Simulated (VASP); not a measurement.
Method: PBEsol GGA, VASP's PBE PAW potentials (set 64) (plane waves; VASP).

The input files of a VASP run:

**INCAR**
```
SYSTEM = CsCl
PREC = Accurate
ENCUT = 400
EDIFF = 1E-7
NELM = 100
ALGO = Normal
LREAL = .FALSE.
LASPH = .TRUE.
ISMEAR = 0
SIGMA = 0.05
GGA = PS
LMAXMIX = 4
LWAVE = .FALSE.
LCHARG = .FALSE.
LORBIT = 11
ICHARG = 11
```

**KPOINTS**
```
k-points along high-symmetry lines
15
Line-mode
Reciprocal
  0.000000   0.000000   0.000000 ! GAMMA
  0.000000   0.500000   0.000000 ! X

  0.000000   0.500000   0.000000 ! X
  0.500000   0.500000   0.000000 ! M

  0.500000   0.500000   0.000000 ! M
  0.000000   0.000000   0.000000 ! GAMMA

  0.000000   0.000000   0.000000 ! GAMMA
  0.500000   0.500000   0.500000 ! R

  0.500000   0.500000   0.500000 ! R
  0.000000   0.500000   0.000000 ! X

  0.500000   0.500000   0.500000 ! R
  0.500000   0.500000   0.000000 ! M
```

**POSCAR**
```
CsCl
1
    4.0730141105     0.0000000000     0.0000000000
    0.0000000000     4.0730141105     0.0000000000
    0.0000000000     0.0000000000     4.0730141105
Cs Cl
1 1
Direct
  0.0000000000   0.0000000000   0.0000000000
  0.5000000000   0.5000000000   0.5000000000
```

POTCAR, in this order: Cs_sv Cl (PBE.64 set). Program: vasp_std. Read from the step before: CHGCAR.

Output of the run:

File OSZICAR:
```
       N       E                     dE             d eps       ncg     rms          rms(c)
DAV:   1     0.822664145363E+02    0.82266E+02   -0.60580E+03  2160   0.942E+02
DAV:   2    -0.115048586031E+01   -0.83417E+02   -0.77594E+02  3268   0.173E+02
DAV:   3    -0.684960852608E+01   -0.56991E+01   -0.56709E+01  2700   0.511E+01
DAV:   4    -0.690997509690E+01   -0.60367E-01   -0.60332E-01  2560   0.636E+00
DAV:   5    -0.691080588354E+01   -0.83079E-03   -0.83071E-03  2660   0.721E-01
DAV:   6    -0.691082571640E+01   -0.19833E-04   -0.19832E-04  2608   0.110E-01
DAV:   7    -0.691082631772E+01   -0.60131E-06   -0.60128E-06  2664   0.172E-02
DAV:   8    -0.691082633815E+01   -0.20436E-07   -0.20436E-07  2364   0.296E-03
   1 F= -.69108263E+01 E0= -.69108263E+01  d E =-.162485E-12
```

**OUTCAR**
```
 val. band max:       -0.2131413793   @ k =   0.0000   0.0000   0.0000

 cond. band min:       4.9981505463   @ k =   0.0000   0.0000   0.0000



 k-point     1 :       0.0000    0.0000    0.0000
  band No.  band energies     occupation
      1     -19.5415      2.00000
      2     -12.4225      2.00000
      3      -5.9857      2.00000
      4      -5.9857      2.00000
      5      -5.9857      2.00000
      6      -0.2131      2.00000
      7      -0.2131      2.00000
      8      -0.2131      2.00000
      9       4.9982      0.00000
     10       5.0053      0.00000
     11       5.0053      0.00000
     12       9.9129      0.00000

 k-point     2 :       0.0000    0.0357    0.0000
  band No.  band energies     occupation
      1     -19.5403      2.00000
      2     -12.4231      2.00000
      3      -5.9942      2.00000
      4      -5.9837      2.00000
      5      -5.9837      2.00000
      6      -0.2343      2.00000
      7      -0.2165      2.00000
      8      -0.2165      2.00000
      9       5.0144      0.00000
     10       5.0314      0.00000
     11       5.0401      0.00000
     12       9.9055      0.00000

 k-point     3 :       0.0000    0.0714    0.0000
  band No.  band energies     occupation
      1     -19.5368      2.00000
      2     -12.4251      2.00000
      3      -6.0191      2.00000
      4      -5.9777      2.00000
      5      -5.9777      2.00000
      6      -0.2957      2.00000
      7      -0.2264      2.00000
      8      -0.2264      2.00000
      9       5.0418      0.00000
     10       5.1228      0.00000
     11       5.1493      0.00000
     12       9.8682      0.00000

 k-point     4 :       0.0000    0.1071    0.0000
  band No.  band energies     occupation
      1     -19.5311      2.00000
      2     -12.4284      2.00000
      3      -6.0586      2.00000
      4      -5.9681      2.00000
      5      -5.9681      2.00000
      6      -0.3910      2.00000
      7      -0.2424      2.00000
...
```

The density is held fixed in this step, so its total energy and stress have no physical meaning. Unless said otherwise, spin-orbit coupling is left out, though it shifts the bands of the heavy elements here.

The compound is CsCl in the CsCl type structure. It was relaxed first.
